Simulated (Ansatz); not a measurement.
Guessed and relaxed cells of P

Recipe of this trial structure of P: 3-, 4-connected net of one element (R32, No. 155). The dimensions are guesses.

start.cif

```cif
data_structure
_symmetry_space_group_name_H-M 'R32:H'
_symmetry_Int_Tables_number 155
_cell_length_a 7.1206
_cell_length_b 7.1206
_cell_length_c 8.4816
_cell_angle_alpha 90.000
_cell_angle_beta 90.000
_cell_angle_gamma 120.000
_cell_volume 372.43
loop_
_atom_site_label
_atom_site_type_symbol
_atom_site_symmetry_multiplicity
_atom_site_Wyckoff_symbol
_atom_site_fract_x
_atom_site_fract_y
_atom_site_fract_z
_atom_site_occupancy
P1 P 18 f 0.09808 0.26494 0.65318 1
P2 P 9 e 0.64605 0.00000 0.50000 1
```

Theory: DFT PBE, scalar-relativistic, plane waves, PAW in Ansatz. Cutoff 420 eV, Gaussian smearing, Γ-centred meshes. Cell and atoms relax first on a coarse mesh and then on a finer one. In between, the cell is made exact in the group found at 0.06 Å. In metals the finer mesh still leaves noise of several meV/atom or more. The steps can't lower the symmetry of their start. No spin polarisation.

end.cif

```cif
data_structure
_symmetry_space_group_name_H-M 'R32:H'
_symmetry_Int_Tables_number 155
_cell_length_a 7.9096
_cell_length_b 7.9096
_cell_length_c 9.0849
_cell_angle_alpha 90.000
_cell_angle_beta 90.000
_cell_angle_gamma 120.000
_cell_volume 492.22
loop_
_atom_site_label
_atom_site_type_symbol
_atom_site_symmetry_multiplicity
_atom_site_Wyckoff_symbol
_atom_site_fract_x
_atom_site_fract_y
_atom_site_fract_z
_atom_site_occupancy
P1 P 18 f 0.08662 0.25405 0.64172 1
P2 P 9 e 0.62631 0.00000 0.50000 1
```

The symmetry stays R32 (No. 155). The volume per atom grows by 32.2 %, from 13.8 to 18.2 Å³. The shortest distance goes from 2.04 Å (P–P) to 2.25 Å (P–P). The energy falls by about 0.59 eV/atom (the start's value is from the coarse mesh).

- Volume per atom: 18.23 Å³
- Density: 2.82 g/cm³
- Energy over the standard state: +0.37 eV/atom
- Gap on the 6×6×6 mesh of the 9-atom cell: 0 eV (a metal)

Energies count from the standard state of P at the same level. The references include black phosphorus. It lies above the standard state, so it could only be metastable.

The last run used Gaussian smearing of 0.10 eV. The reference form of P is held partly by dispersion forces, which this level lacks. Symmetry constrained the relaxation, so the result can be a saddle point. In all, the 3 runs took 2.6 min on 1 thread of Arm Neoverse V2 (shared host).
